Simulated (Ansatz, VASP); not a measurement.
**Two plane-wave programs on MgI2**

Contents of INCAR:

```
SYSTEM = MgI2
PREC = Accurate
ENCUT = 520
EDIFF = 1E-7
ISMEAR = 0
SIGMA = 0.05
LREAL = .FALSE.
LASPH = .TRUE.
NELM = 100
ALGO = Normal
ISIF = 2
LWAVE = .FALSE.
LCHARG = .FALSE.
GGA = PE
NBANDS = 15
```

KPOINTS

```
regular mesh
0
G
  6 6 4
  0 0 0
```

Contents of POSCAR:

```
MgI2
1.0
    4.1537001214      0.0000000000      0.0000000000
   -2.0768500607      3.5972098248      0.0000000000
    0.0000000000      0.0000000000      6.8620000000
Mg I
1 2
Direct
    0.0704867221      0.0515998619      0.0000000000
    0.3333333333      0.6666666667      0.7576300000
    0.6666666667      0.3333333333      0.2423700000
```

Input for Ansatz:

```yaml
crystal:
  lattice:
    - [4.1537001214, 0.0, 0.0]
    - [-2.0768500607, 3.5972098248, 0.0]
    - [0.0, 0.0, 6.862]
  atoms:
    - { symbol: Mg, position: [0.0704867221, 0.0515998619, 0.0] }
    - { symbol: I, position: [0.3333333333, 0.6666666667, 0.75763] }
    - { symbol: I, position: [0.6666666667, 0.3333333333, 0.24237] }
basis:
  ecutwfc: 420
kpoints:
  mp_grid: { grid: [6, 6, 4] }
hamiltonian:
  xc: pbe
scf:
  occupations: { method: gaussian, width: 0.05 }
output:
  forces: true
  stress: true
  eigenvalues: true
```

Change from the starting cell: all Mg atoms moved +0.263 Å, as atom 1 along Cartesian [1 1 0].

Alike in both runs: task single point; functional PBE; k mesh 6 × 6 × 4; occupations gaussian, width 0.05 eV; no spin polarisation.

```csv
,VASP,Ansatz
version,VASP 6.6.1,Ansatz 0.2.0
potentials or method,"VASP PAW PBE potentials, release 64 (Mg, I)","scalar-relativistic, plane waves, PAW"
plane-wave cutoff (eV),520,420
valence electrons in the cell,16,44
```

VASP gave:

```
gap on the k mesh at the Fermi level (eV)       : 3.49
least direct gap on the mesh (eV)               : 3.68
pressure (GPa)                                  : 1.9
largest component of the traceless stress (GPa) : 0.68
rms of the force components (eV/Å)              : 0.306
```

Which values does Ansatz return?

gap on the k mesh at the Fermi level (eV): 3.51; least direct gap on the mesh (eV): 3.69; pressure (GPa): 1.9; largest component of the traceless stress (GPa): 0.68; rms of the force components (eV/Å): 0.307.

Atom by atom the forces differ by 0.004 eV/Å (rms over components). The two sets of potentials don't hold the same shells in valence.

Caveats: spin-orbit coupling is left out, which moves the levels of the heavy elements. A k mesh can miss the band edges.
